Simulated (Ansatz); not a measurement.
The cell is KF built on the CsCl prototype; cell and atoms were relaxed with r2SCAN. It is cubic, Pm-3m (No. 221); a = 3.179 Å in the conventional setting, 16.06 Å³ an atom. K is surrounded by 8 F at 2.75 Å; F is surrounded by 8 K at 2.75 Å.

The questions ask for values computed with the PAW code Ansatz on this geometry. Spin-unpolarised throughout. Whether this structure exists isn't addressed.

Given (8×8×8 mesh): The PBE gap is indirect, 6.82 eV (M to Γ), below the direct gap of 6.85 eV at Γ.

(1) How does the gap change from PBE to LDA (8×8×8)?

(2) What does HSE06 give for the gap (6×6×6 mesh)?

(3) What does DDH-PBE0 give for the gap (6×6×6 mesh)?

(4) What does PBE0 give for the gap (6×6×6 mesh)?

(5) Order these levels by the gap that they give, smallest first.
A. Hartree-Fock
B. PBE
C. DDH-PBE0
D. PBE0
E. HSE06
F. r2SCAN0
G. r2SCAN
H. LDA

(6) What does G0W0@PBE with 238 empty bands, a screening cutoff of 220 eV and a 4×4×4 mesh give?

(7) Roughly how does the cost of the Hartree-Fock run (6×6×6) compare with r2SCAN's (8×8×8)?

(8) What are ε∞ and the Born charges with PBE?

Answers

(1) With LDA the valence top lies at M and the conduction bottom at Γ, 6.46 eV higher; the smallest vertical gap, at Γ, is 6.50 eV. The gap differs by -0.36 eV from PBE's.

(2) HSE06 gives an indirect gap of 8.92 eV, from M to Γ; the least direct gap is 8.95 eV at Γ. The gap differs by +2.10 eV from PBE's.

(3) DDH-PBE0 gives an indirect gap of 12.12 eV, from M to Γ; the least direct gap is 12.15 eV at Γ. The share of exact exchange is 0.457. The gap differs by +5.30 eV from PBE's.

(4) PBE0 gives an indirect gap of 9.68 eV, from M to Γ; the least direct gap is 9.71 eV at Γ. The gap differs by +2.86 eV from PBE's.

(5) H (6.46 eV), B (6.82 eV), G (7.72 eV), E (8.92 eV), D (9.68 eV), F (10.27 eV), C (12.12 eV), A (18.83 eV).

(6) 10.38 eV (the shift on the mesh added to PBE's least gap). G0W0 moves the gap on the mesh from 6.82 eV (PBE) to 10.38 eV (M to Γ). Renormalisation factors Z lie between 0.79 and 0.88. G0W0 values are finite-basis, finite-mesh values.

(7) About 15 times as much (70 core-seconds against 5 core-seconds, on 2 threads of Arm Neoverse V1, on a shared host).

(8) The clamped-ion dielectric constant comes out as 2.19 in all directions. Born charges, averaged over directions: K +1.18, F -1.18 e.

The meshes of the hybrids are coarse, so their gaps aren't converged to the digits shown.
